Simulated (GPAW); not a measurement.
# Sn (P-1) in GPAW: relaxation of cell and atoms with revPBE+D3(BJ)

Aim: the relaxation of cell and atoms of Sn with revPBE+D3(BJ).

Everything below comes from runs of GPAW 26.7.0. Logs are shortened: lines on timing, memory, paths and dates and some standing lists are left out, and cuts for length are marked. The log counts tension as positive stress, the text compression.

## (1) The cell of the first run

The typed cell holds 1 atom: a = 3.234 Å, b = 3.520 Å, c = 3.421 Å, α = 119.67°, β = 114.67°, γ = 94.75°.

This isn't the form of Sn at room conditions, which is tetragonal (white tin).

## (2) Relaxation of cell and atoms, revPBE+D3(BJ) (cell sheared at random, sigma 0.06, atoms nudged by 0.01 Å)

Input file run.py:

```python
from ase import Atoms
from ase.calculators.mixing import SumCalculator
from ase.filters import FrechetCellFilter
from ase.io import write
from ase.optimize import BFGS
from dftd3.ase import DFTD3
from gpaw import GPAW, PW

atoms = Atoms(['Sn'],
              cell=[[-1.66643981, 1.70778749, 2.18280218],
                    [1.79387178, -1.85892325, 2.39165312],
                    [1.69371338, 1.88544402, -2.29756241]],
              scaled_positions=[[0.0, 0.0, 0.0]],
              pbc=True)

calc = GPAW(mode=PW(600),
            xc='revPBE',
            kpts={'size': (8, 8, 9), 'gamma': True},
            occupations={'name': 'fermi-dirac', 'width': 0.05},
            nbands=14,
            convergence={'density': 1e-05, 'energy': 1e-05},
            maxiter=150,
            txt='gpaw.txt')
atoms.calc = SumCalculator([calc, DFTD3(method='revpbe', damping='d3bj')])
opt = BFGS(FrechetCellFilter(atoms), trajectory='relax.traj', logfile='-')
done = opt.run(fmax=0.02, steps=40)
calc.write('gs.gpw')
write('result.traj', atoms)
print('Converged:', done)
print('Cell:', atoms.cell.cellpar().round(4))
print('Volume:', round(atoms.get_volume(), 4))
print(atoms.get_scaled_positions().round(5))
```

Potentials or basis: the program's PAW data sets (release 1.2.1) made for this functional, pw.

The run is started by

```bash
OMP_NUM_THREADS=1 python run.py
```

gpaw.txt:

```text
__  _  _
 | _ |_)|_||  |
 |__||  | ||/\| - 26.7.0

Input parameters:
  mode=PW(ecut=600.0),
  convergence={'density': 1e-05, 'energy': 1e-05},
  kpts=MonkhorstPack(size=(8, 8, 9), gamma=True),
  maxiter=150,
  nbands=14,
  occupations=Occupations(name='fermi-dirac', width=0.05),
  xc=XC(name='revPBE')

Diagonalizing LCAO Hamiltonian
Converting LCAO to pw mode

       Sn

Atoms  # Å, Bohr magnetons
|   | symbol |        x |        y |        z |    initial magnetic moments |
|---|--------|----------|----------|----------|-----------------------------|
| 0 |     Sn | 0.000000 | 0.000000 | 0.000000 | ( 0.0000,  0.0000,  0.0000) |

Unit cell  # Å
| periodic |         x |         y |         z |  lengths |     angles |
|----------|-----------|-----------|-----------|----------|------------|
|      yes | -1.666440 |  1.707787 |  2.182802 | 3.233912 | 119.671251 |
|      yes |  1.793872 | -1.858923 |  2.391653 | 3.520451 | 114.670818 |
|      yes |  1.693713 |  1.885444 | -2.297562 | 3.420871 |  94.753850 |

Number of symmetries: 2
Symmetry operations  # r_c * U_cc + t_c -> r_c
|   | kind |            matrix            |
|---|------|------------------------------|
| 0 |  E   |  1, 0, 0,  0, 1, 0,  0, 0, 1 |
| 1 |  i   | -1, 0, 0,  0,-1, 0,  0, 0,-1 |
[... 285 lines left out ...]
convergence criteria:
[... 6 lines left out ...]
|iter     | |      energy | eigst |  dens |
|---------|-|-------------|-------|-------|
|iter:   1| |   -3.697594 | -0.84 |       |
|iter:   2| |   -3.694703 | -3.20 | -1.89 |
|iter:   3| |   -3.678395 | -3.31 | -1.92 |
|iter:   4| |   -3.678338 | -4.03 | -2.58 |
|iter:   5| |   -3.678498 | -4.33 | -3.04 |
|iter:   6| |   -3.678501 | -6.05 | -3.89 |
|iter:   7| |   -3.678501c| -7.42c| -4.63 |
|iter:   8| |   -3.678501c| -7.96c| -5.11c|

Converged in 8 steps
Energy contributions relative to reference atoms: (reference = -168017.085184)

Energy contributions:
  Kinetic:           4.971057
  Coulomb:          -4.926344
  Zero:             -0.001692
  External:          0.000000
  Xc:               -3.719282
  Entropy:          -0.004480
  Spinorbit:         0.000000
  ----------------------------
  Free energy:      -3.680741
  Extrapolated:     -3.678501

dipole moment: (-6.051927, -5.813747, -7.613183)  # |e|*Ang
[... 531 lines left out ...]
convergence criteria:
[... 6 lines left out ...]
|iter     | |      energy | eigst |  dens |
|---------|-|-------------|-------|-------|
|iter:   1| |   -3.669309 | -1.53 |       |
|iter:   2| |   -3.669233 | -4.28 | -2.43 |
|iter:   3| |   -3.668376 | -4.41 | -2.46 |
|iter:   4| |   -3.668360 | -5.56 | -3.21 |
|iter:   5| |   -3.668362c| -6.74 | -3.91 |
|iter:   6| |   -3.668362c| -7.73c| -4.53 |
|iter:   7| |   -3.668362c| -8.74c| -5.49c|

Converged in 7 steps
Energy contributions relative to reference atoms: (reference = -168017.085184)

Energy contributions:
  Kinetic:           7.095567
  Coulomb:          -6.502957
  Zero:             -0.004192
  External:          0.000000
  Xc:               -4.255488
  Entropy:          -0.002586
  Spinorbit:         0.000000
  ----------------------------
  Free energy:      -3.669656
  Extrapolated:     -3.668362

dipole moment: (-5.745309, -5.732903, -7.418841)  # |e|*Ang
[... 341 lines left out ...]
convergence criteria:
[... 6 lines left out ...]
|iter     | |      energy | eigst |  dens |
|---------|-|-------------|-------|-------|
|iter:   1| |   -3.673575 | -3.50 |       |
|iter:   2| |   -3.673575 | -6.15 | -3.40 |
|iter:   3| |   -3.673566c| -6.35 | -3.42 |
|iter:   4| |   -3.673566c| -7.45c| -4.14 |
|iter:   5| |   -3.673566c| -7.81c| -4.83 |
|iter:   6| |   -3.673566c| -8.46c| -5.65c|

Converged in 6 steps
Energy contributions relative to reference atoms: (reference = -168017.085184)

Energy contributions:
  Kinetic:           6.918604
  Coulomb:          -6.370036
  Zero:             -0.003973
  External:          0.000000
  Xc:               -4.217059
  Entropy:          -0.002204
  Spinorbit:         0.000000
  ----------------------------
  Free energy:      -3.674668
  Extrapolated:     -3.673566

dipole moment: (-5.750322, -5.760153, -7.435650)  # |e|*Ang
[... 154 lines left out ...]
convergence criteria:
[... 6 lines left out ...]
|iter     | |      energy | eigst |  dens |
|---------|-|-------------|-------|-------|
|iter:   1| |   -3.673591 | -2.24 |       |
|iter:   2| |   -3.673587 | -4.98 | -2.87 |
|iter:   3| |   -3.673488c| -5.35 | -2.89 |
|iter:   4| |   -3.673486c| -6.47 | -3.60 |
|iter:   5| |   -3.673487c| -7.70c| -4.25 |
|iter:   6| |   -3.673487c| -8.33c| -5.25c|

Converged in 6 steps
Energy contributions relative to reference atoms: (reference = -168017.085184)

Energy contributions:
  Kinetic:           6.921285
  Coulomb:          -6.371160
  Zero:             -0.003885
  External:          0.000000
  Xc:               -4.218635
  Entropy:          -0.002184
  Spinorbit:         0.000000
  ----------------------------
  Free energy:      -3.674579
  Extrapolated:     -3.673487

dipole moment: (-5.766835, -5.751561, -7.421740)  # |e|*Ang
[... 23 lines left out ...]
Stress tensor  # eV/Ang^3
|         x |         y |         z |
|-----------|-----------|-----------|
| -0.029159 | -0.000142 |  0.000110 |
| -0.000142 | -0.029063 | -0.000288 |
|  0.000110 | -0.000288 | -0.028167 |

Forces  # eV/Ang
|       x |       y |       z |
|---------|---------|---------|
| 0.00000 | 0.00000 | 0.00000 |  # Sn   0

# Writing to gs.gpw (mode='')
```

stdout:

```text
Step          Energy          fmax
BFGS:    0       -4.348445        0.830188
BFGS:    1       -4.371880        0.656006
BFGS:    2       -4.404811        0.499218
BFGS:    3       -4.410481        0.218190
BFGS:    4       -4.412762        0.150300
BFGS:    5       -4.414540        0.035118
BFGS:    6       -4.414572        0.030855
BFGS:    7       -4.414655        0.019846
Converged: True
Cell: [  3.2901   3.2924   3.2762 116.9107 116.8749  95.9868]
Volume: 26.0127
[[0. 0. 0.]]
```

Run time: 2.8 min. Hardware: 1 thread of Intel Xeon 6975P-C (Granite Rapids), shared host; peak memory 0.36 GiB.

Results:

| Item | Value |
| --- | --- |
| Free energy | -4.4157 eV |
| Relaxed volume | 26.01 Å³/atom |
| Relaxed cell | a = 3.290 Å, b = 3.292 Å, c = 3.276 Å, α = 116.91°, β = 116.87°, γ = 95.99° |
| Space group after relaxing (to 0.05 Å) | I4/mmm (No. 139) |
| Energy gained by relaxing | 66.2 meV/atom |
| Ionic steps | 8 |
| Pressure after relaxing | 0.0 GPa |
| Band gap on the k mesh | none (metal or under the smearing width) |
| Dispersion energy per atom | -0.741 eV |

The path:
```
step  energy change (eV)  largest force (eV/Å)  pressure (GPa)  volume (Å³)
   1              0.0000                0.0000           -3.74        28.61
   2             -0.0234                0.0000           -2.75        27.80
   3             -0.0564                0.0000            2.42        25.03
   4             -0.0620                0.0000            0.37        25.86
   5             -0.0643                0.0000            0.25        25.90
   6             -0.0661                0.0000           -0.01        26.01
   7             -0.0661                0.0000           -0.03        26.02
   8             -0.0662                0.0000           -0.03        26.01
```

Final structure:
```yaml
crystal:
  lattice:
    - [-1.73011, 1.72369, 2.20468]
    - [1.72835, -1.73518, 2.20047]
    - [1.70804, 1.71325, -2.20922]
  atoms:
    - { symbol: Sn, position: [0.00000, 0.00000, 0.00000] }
```

Caveat: later steps reuse the first step's grids; pairwise dispersion overbinds metals, which lowers pressure and volume.
